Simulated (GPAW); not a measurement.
# ZnSe (Stilleite) (F-43m) in GPAW: single point with PBEsol

Aim: the single point of ZnSe (Stilleite) with PBEsol.

Program: GPAW 26.7.0. These are calculated values, not measurements. Logs are shortened: lines on timing, memory, paths and dates and some standing lists are left out, and cuts for length are marked. The log counts tension as positive stress, the text compression.

**The experiment to reproduce.**

“Alloy Disordering Effects on the Thermal Conductivity and Energy Gap Temperature Dependence of Cd1−xZnxSe Ternary Crystals Grown by the Bridgman Method”, 2023, pmc:10253836 reports, for a bulk crystal of ZnSe at 300 K: band gap 2.695 ± 0.003 eV (an exciton energy, a little under the gap).

The results are compared with them further down.

**1. The crystal as given**

It takes space group F-43m (No. 216, cubic). Conventional cell: a = 5.668 Å, b = 5.668 Å, c = 5.668 Å, α = 90.00°, β = 90.00°, γ = 90.00°. Se (site symmetry -43m) is surrounded by 4 Zn at 2.45 Å. Around Zn (site symmetry -43m) lie 4 Se at 2.45 Å.

**2. Single point, PBEsol**

Contents of run.py:

```python
from ase import Atoms
from ase.dft.bandgap import bandgap
from ase.io import write
from ase.units import GPa
from gpaw import GPAW, PW, setup_paths

setup_paths.insert(0, '.')

atoms = Atoms(['Se', 'Zn'],
              cell=[[0.0, 2.8338, 2.8338],
                    [2.8338, 0.0, 2.8338],
                    [2.8338, 2.8338, 0.0]],
              scaled_positions=[[0.75, 0.75, 0.75],
                                [0.0, 0.0, 0.0]],
              pbc=True)

calc = GPAW(mode=PW(600),
            xc='PBEsol',
            kpts={'size': (8, 8, 8), 'gamma': True},
            occupations={'name': 'methfessel-paxton', 'order': 0, 'width': 0.02},
            nbands=18,
            convergence={'density': 1e-05, 'energy': 1e-05},
            maxiter=150,
            txt='gpaw.txt')
atoms.calc = calc
energy = atoms.get_potential_energy()
forces = atoms.get_forces()
stress = atoms.get_stress()
calc.write('gs.gpw')
write('result.traj', atoms)
print(f'Energy: {energy:.6f} eV')
print('Forces (eV/A):')
print(forces.round(4))
print('Stress (GPa):', (stress / GPa).round(3))
print('Fermi level:', round(calc.get_fermi_level(), 4), 'eV')
print(f'Gap: {bandgap(calc)[0]:.4f} eV, direct: {bandgap(calc, direct=True)[0]:.4f} eV')
```

Potentials or basis: PAW data sets generated in the run's folder for this functional, pw.

Run with:

```
gpaw-setup -f PBEsol Se Zn
OMP_NUM_THREADS=1 python run.py
```

gpaw.txt:

```text
__  _  _
 | _ |_)|_||  |
 |__||  | ||/\| - 26.7.0

Input parameters:
  mode=PW(ecut=600.0),
  convergence={'density': 1e-05, 'energy': 1e-05},
  kpts=MonkhorstPack(size=(8, 8, 8), gamma=True),
  maxiter=150,
  nbands=18,
  occupations=Occupations(name='methfessel-paxton', order=0, width=0.02),
  xc=XC(name='PBEsol')

Diagonalizing LCAO Hamiltonian
Converting LCAO to pw mode

                    Se

       Zn

Atoms  # Å, Bohr magnetons
|   | symbol |        x |        y |        z |    initial magnetic moments |
|---|--------|----------|----------|----------|-----------------------------|
| 0 |     Se | 4.250700 | 4.250700 | 4.250700 | ( 0.0000,  0.0000,  0.0000) |
| 1 |     Zn | 0.000000 | 0.000000 | 0.000000 | ( 0.0000,  0.0000,  0.0000) |

Unit cell  # Å
| periodic |        x |        y |        z |  lengths |    angles |
|----------|----------|----------|----------|----------|-----------|
|      yes | 0.000000 | 2.833800 | 2.833800 | 4.007598 | 60.000000 |
|      yes | 2.833800 | 0.000000 | 2.833800 | 4.007598 | 60.000000 |
|      yes | 2.833800 | 2.833800 | 0.000000 | 4.007598 | 60.000000 |

Number of symmetries: 24
Symmetry operations  # r_c * U_cc + t_c -> r_c
|    | kind |            matrix            |
|----|------|------------------------------|
|  0 |  E   |  1, 0, 0,  0, 1, 0,  0, 0, 1 |
|  1 |  σ   |  1, 0, 0,  0, 0, 1,  0, 1, 0 |
|  2 |  σ   |  1, 0,-1,  0, 1,-1,  0, 0,-1 |
|  3 |  C3  |  1, 0,-1,  0, 0,-1,  0, 1,-1 |
|  4 |  C3  |  1,-1, 0,  0,-1, 1,  0,-1, 0 |
|  5 |  σ   |  1,-1, 0,  0,-1, 0,  0,-1, 1 |
|  6 |  σ   |  0, 1, 0,  1, 0, 0,  0, 0, 1 |
|  7 |  C3  |  0, 1, 0,  0, 0, 1,  1, 0, 0 |
|  8 |  C2  |  0, 1,-1,  1, 0,-1,  0, 0,-1 |
|  9 |  S4  |  0, 1,-1,  0, 0,-1,  1, 0,-1 |
| 10 |  C3  |  0, 0, 1,  1, 0, 0,  0, 1, 0 |
| 11 |  σ   |  0, 0, 1,  0, 1, 0,  1, 0, 0 |
| 12 |  S4  |  0, 0,-1,  1, 0,-1,  0, 1,-1 |
| 13 |  C3  |  0, 0,-1,  0, 1,-1,  1, 0,-1 |
| 14 |  S4  |  0,-1, 1,  1,-1, 0,  0,-1, 0 |
| 15 |  C2  |  0,-1, 1,  0,-1, 0,  1,-1, 0 |
| 16 |  C3  |  0,-1, 0,  1,-1, 0,  0,-1, 1 |
| 17 |  S4  |  0,-1, 0,  0,-1, 1,  1,-1, 0 |
| 18 |  S4  | -1, 1, 0, -1, 0, 1, -1, 0, 0 |
| 19 |  C3  | -1, 1, 0, -1, 0, 0, -1, 0, 1 |
| 20 |  C3  | -1, 0, 1, -1, 1, 0, -1, 0, 0 |
| 21 |  S4  | -1, 0, 1, -1, 0, 0, -1, 1, 0 |
| 22 |  σ   | -1, 0, 0, -1, 1, 0, -1, 0, 1 |
| 23 |  C2  | -1, 0, 0, -1, 0, 1, -1, 1, 0 |

BZ-sampling:
  Number of BZ points: 512
  Number of IBZ points: 29

  Monkhorst-Pack size: [8, 8, 8]
  Monkhorst-Pack shift: [0.0625, 0.0625, 0.0625]

K-points  # in reciprocal-cell coordinates
|     |                                coordinates |     weight |
|-----|--------------------------------------------|------------|
|   0 | (  0.00000000,   0.00000000,   0.00000000) | 0.00195312 |
|   1 | (  0.12500000,   0.12500000,   0.00000000) | 0.01171875 |
|   2 | (  0.12500000,   0.12500000,   0.12500000) | 0.01562500 |
|   3 | (  0.25000000,   0.12500000,   0.12500000) | 0.02343750 |
|   4 | (  0.25000000,   0.25000000,   0.00000000) | 0.01171875 |
|   5 | (  0.25000000,   0.25000000,   0.12500000) | 0.04687500 |
|   6 | (  0.25000000,   0.25000000,   0.25000000) | 0.01562500 |
|   7 | (  0.37500000,   0.25000000,  -0.37500000) | 0.04687500 |
|   8 | (  0.37500000,   0.25000000,   0.12500000) | 0.04687500 |
|   9 | (  0.37500000,   0.25000000,   0.25000000) | 0.04687500 |
| ... |                                            |            |
|  28 | (  0.50000000,   0.50000000,   0.50000000) | 0.00781250 |

Plane wave coefficients: 1540
Cutoff: 600.0 eV

Spin-components: 1 (collinear spins)
Bands:           18
Projectors:      11
Spin-degeneracy: 2
Datatype:        complex128

Parallelization:
  kpt:    1
  domain: 1
  band:   1

Density:
  Valence electrons: 18.0
  Components: 1
  Grid points: [24 24 24]
  Charge: 0.0  # |e|

Potential:
  Grid points: [24 24 24]

species:
  Se:
    name:    Selenium
    Z:       34.0
    valence: 6
    core:    28
    charge:  0.0  # [|e|]
    compensation charges:
      type: gauss
      rc: 0.27  # [Å]
      lmax: 2
    cutoffs:
      filter: 1.77  # [Å]
      core: 2.67  # [Å]
    projectors
    | kind |    occ | energy [eV] | rcut [Å] |
    |------|--------|-------------|----------|
    |   4s |  2.000 |     -17.281 |    0.847 |
    |   4p |  4.000 |      -6.511 |    1.005 |
    |    s |        |       9.930 |    0.847 |
    |    p |        |      20.700 |    1.005 |
    |    d |        |       0.000 |    0.847 |

    Using partial waves for Se as LCAO basis

  Zn:
    name:    Zinc
    Z:       30.0
    valence: 12
    core:    18
    charge:  0.0  # [|e|]
    compensation charges:
      type: gauss
      rc: 0.37  # [Å]
      lmax: 2
    cutoffs:
      filter: 2.14  # [Å]
      core: 2.28  # [Å]
    projectors
    | kind |    occ | energy [eV] | rcut [Å] |
    |------|--------|-------------|----------|
    |   4s |  2.000 |      -5.996 |    1.286 |
    |   4p |  0.000 |      -1.076 |    1.270 |
    |   3d | 10.000 |     -10.170 |    1.180 |
    |    s |        |      21.215 |    1.286 |
    |    p |        |      26.135 |    1.270 |
    |    d |        |      17.041 |    1.180 |

    Using partial waves for Zn as LCAO basis

Reference energy: -114881.077215  # eV

eigensolver:
  PPCG
  Converge bands: occupied
  niter=2

density mixing:
  MSR1-Mixer
  Pratt-step length: 0.05
  Maximum mixing coefficient: 0.75
  Old densities: 10
  SVD Regularization: 0.005
  Good broyden scale: 1.0
  Trust region scale: 1.0
  Backstep threshold: 4.0
  History deletion threshold: 6.0
  Fourier metric: weight=20.0, sigma=0.015

occupation numbers:
  Methfessel-Paxton:
    width: 0.0200  # eV
    order: 0

poisson solver:
  ecut: 4800.0  # eV

xc functional:
  name: PBEsol with 2 nearest neighbor stencil

convergence criteria:
- Maximum integral of absolute [dens]ity change: 1e-05 electrons / valence electron
- Maximum [total energy] change in last 3 cyles: 1e-05 eV / valence electron
- Maximum integral of absolute [eigenst]ate change: 4e-08 eV^2 / valence electron
maximum number of iterations: 150

SCF iterations
|iter     | |      energy | eigst |  dens |
|---------|-|-------------|-------|-------|
|iter:   1| |   -7.081779 | -0.25 |       |
|iter:   2| |   -7.025142 | -2.21 | -1.26 |
|iter:   3| |   -6.846231 | -1.68 | -1.31 |
|iter:   4| |   -6.844732 | -2.73 | -1.84 |
|iter:   5| |   -6.845455 | -3.98 | -2.35 |
|iter:   6| |   -6.845462 | -4.75 | -3.16 |
|iter:   7| |   -6.845479c| -5.76 | -3.60 |
|iter:   8| |   -6.845481c| -6.46 | -4.06 |
|iter:   9| |   -6.845481c| -7.49c| -5.21c|

Converged in 9 steps
Energy contributions relative to reference atoms: (reference = -114881.077215)

Energy contributions:
  Kinetic:           9.997030
  Coulomb:          -8.492007
  Zero:             -0.041177
  External:          0.000000
  Xc:               -8.309326
  Entropy:          -0.000000
  Spinorbit:         0.000000
  ----------------------------
  Free energy:      -6.845481
  Extrapolated:     -6.845481

dipole moment: (-7.090509, -7.090509, -7.090509)  # |e|*Ang

Fermi level: 4.217
Eigenvalues  # (at kpt = [0.000, 0.000, 0.000])
| band index |      eig [eV] | occ [0-2] |
|------------|---------------|-----------|
|          0 |        -9.532 |     2.000 |
|          1 |        -2.794 |     2.000 |
|          2 |        -2.794 |     2.000 |
|          3 |        -2.794 |     2.000 |
|          4 |        -2.429 |     2.000 |
|          5 |        -2.429 |     2.000 |
[... 10 lines left out ...]
|         16 |        16.663 |     0.000 |
|         17 |        16.663 |     0.000 |

Gap: 1.177 eV
Transition (v -> c):
  (s=0, k=0, n=8, [0.00, 0.00, 0.00]) -> (s=0, k=0, n=9, [0.00, 0.00, 0.00])
No difference between direct/indirect transitions

Forces  # eV/Ang
|        x |       y |        z |
|----------|---------|----------|
| -0.00000 | 0.00000 | -0.00000 |  # Se   0
|  0.00000 | 0.00000 | -0.00000 |  # Zn   1

Stress tensor  # eV/Ang^3
|        x |        y |        z |
|----------|----------|----------|
| 0.007197 | 0.000000 | 0.000000 |
| 0.000000 | 0.007197 | 0.000000 |
| 0.000000 | 0.000000 | 0.007197 |

# Writing to gs.gpw (mode='')
```

Run time: 15 s. Hardware: 1 thread of Arm Neoverse V2, shared host; peak memory 0.16 GiB.

What came out:

```yaml
Free_energy: -6.8455 eV
Pressure: -1.2 GPa
Band_gap_on_the_k_mesh: 1.18 eV, direct
```

Levels at points of the mesh, in eV from the valence-band top:
| k point | band 6 | band 7 | band 8 | band 9 | band 10 | band 11 | band 12 | band 13 |
| --- | --- | --- | --- | --- | --- | --- | --- | --- |
| (0.00, 0.00, 0.00) | -6.17 | 0.00 | 0.00 | 0.00 | 1.18 | 5.75 | 5.75 | 5.75 |
| (0.50, 0.50, 0.00) | -5.99 | -4.78 | -2.20 | -2.20 | 2.84 | 3.38 | 10.60 | 11.18 |
| (0.50, 0.50, 0.50) | -6.01 | -5.27 | -0.87 | -0.87 | 2.46 | 6.31 | 6.31 | 8.40 |

**3. Comparison with measurements**

Step 2. Measured gap of ZnSe: 2.695 eV (an exciton energy, a little under the gap; 300 K; “Alloy Disordering Effects on the Thermal Conductivity and Energy Gap Temperature Dependence of Cd1−xZnxSe Ternary Crystals Grown by the Bridgman Method”, 2023, pmc:10253836). This calculation gives 1.18 eV (-1.52 eV). So large a miss can be the level of theory's own, or it may mean another phase, state or a wrong row. Spin-orbit coupling on Se is left out. The value is that of PBEsol, without temperature or zero-point motion. Semilocal functionals fall short of measured gaps as a rule.
